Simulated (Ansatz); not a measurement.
**Compressing BiTe: a fit and a missing row**

BiTe, Fm-3m, a = 6.467 Å. The structure is a COD entry; whether it is the stable form wasn't checked. Ansatz: r2SCAN, PAW, 500 eV, Γ-centred 12×12×12 mesh on 2 atoms, Gaussian smearing 0.10 eV; no spin polarisation. Symmetry fixes shape and atoms, so the cell is only scaled; pressure is positive in compression.

| V (Å³/atom) | P (GPa) |
| --- | --- |
| 31.773 | ? |
| 32.787 | 1.70 |
| 33.801 | 0.03 |
| 34.815 | -1.38 |
| 35.829 | -2.57 |

Problem. Take V0 = 33.801 Å³/atom, count pressures from its P0 = 0.03 GPa, fit the third-order Birch–Murnaghan form to the other rows, and predict the missing pressure.

Solution. With the Eulerian strain f = ½[(V0/V)^(2/3) − 1] and y = (P − P0)/[3f(1 + 2f)^(5/2)], the form is the line y = B0 + 1.5 B0 (B0′ − 4) f. Rows (f, y): 0.01026, 51.6; -0.00976, 50.6; -0.01905, 50.1. Means f = -0.006183, y = 50.767; Σ(Δf)² = 0.0004487, ΣΔfΔy = 0.02288; the slope is their ratio. y = 51.08 + 50.98 f GPa, so B0 = 51.1 GPa and B0′ = 4 + 2 × (50.98)/(3 × 51.08) = 4.67. At V = 31.773, f = 0.02106, y = 52.15 and P = 3.68 GPa. The run gave 3.69 GPa, so the fit is 0.01 GPa too low, a small miss on the scale of the series. The form still works here, 33 % of the fitted range beyond its end.

Spin–orbit coupling is left out, which can shift energies with elements as heavy as these.